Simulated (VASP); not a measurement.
**Ti: relaxation of cell and atoms with PBEsol**

The system is Ti.

```
CELL_PARAMETERS angstrom
-1.65325 1.65325 1.65325
1.65325 -1.65325 1.65325
1.65325 1.65325 -1.65325
ATOMIC_POSITIONS crystal
Ti 0.00000 0.00000 0.00000
```

This isn't the form of Ti at room conditions, which is hcp.

```yaml
Program: VASP 6.6.1
Task: relaxation of cell and atoms
Functional: PBEsol
Potentials_or_basis: VASP PAW PBE potentials, release 64 (Ti_sv)
Cutoff: 600 eV
k_mesh: 6 × 6 × 6
Occupations: gaussian, width 0.1 eV
Spin: no spin polarisation
Further_INCAR_settings: ALGO = Normal; EDIFF = 1e-07; IBRION = 2; EDIFFG = -0.005; NSW = 90; ISIF = 3
```

The relaxed volume is 16.42 Å³/atom and the relaxed cell is a = 2.774 Å, b = 2.774 Å, c = 2.774 Å, α = 109.47°, β = 109.47°, γ = 109.47°. The space group after relaxing (to 0.05 Å) is Im-3m (No. 229), the energy gained by relaxing is 48.0 meV/atom and the ionic steps are 6. The pressure after relaxing is 0.0 GPa and the band gap on the k mesh is none (metal or under the smearing width).

The path:
```tsv
step	energy change (eV)	largest force (eV/Å)	pressure (GPa)	volume (Å³)
1	0.0000	0.0000	-8.69	18.07
2	-0.0338	0.0000	5.98	15.63
3	-0.0480	0.0000	-0.06	16.43
4	-0.0479	0.0000	0.16	16.40
5	-0.0480	0.0000	-0.08	16.44
6	-0.0480	0.0000	-0.01	16.42
```

Final structure:
```cif
data_structure
_symmetry_space_group_name_H-M 'P 1'
_symmetry_Int_Tables_number 1
_cell_length_a 2.7735
_cell_length_b 2.7735
_cell_length_c 2.7735
_cell_angle_alpha 109.471
_cell_angle_beta 109.471
_cell_angle_gamma 109.471
_cell_volume 16.42
loop_
_atom_site_label
_atom_site_type_symbol
_atom_site_fract_x
_atom_site_fract_y
_atom_site_fract_z
_atom_site_occupancy
Ti1 Ti 0.00000 0.00000 0.00000 1
```

Levels at points of the mesh, in eV from the Fermi level:
```
           k point  band 2  band 3  band 4  band 5  band 6  band 7  band 8  band 9  band 10
(0.00, 0.00, 0.00)  -32.12  -32.12  -32.12   -6.12    0.98    0.98    0.98    2.88     2.88
(0.50, 0.00, 0.00)  -32.93  -32.37  -32.12   -2.65   -0.52    1.28    2.88    3.26     4.55
(0.50, 0.50, 0.50)  -32.67  -32.67  -32.67   -2.35   -2.35    4.17    4.17    4.17     8.76
```

It took 9.9 s on 1 thread of Intel(R) Xeon(R) 6975P-C (Granite Rapids) (shared host), peak memory 0.14 GiB.

Caveat: the k mesh is coarse (spacing up to 0.45 Å⁻¹), so the values aren't converged; the PAW data sets were made with another functional, which shifts forces and pressure a little.
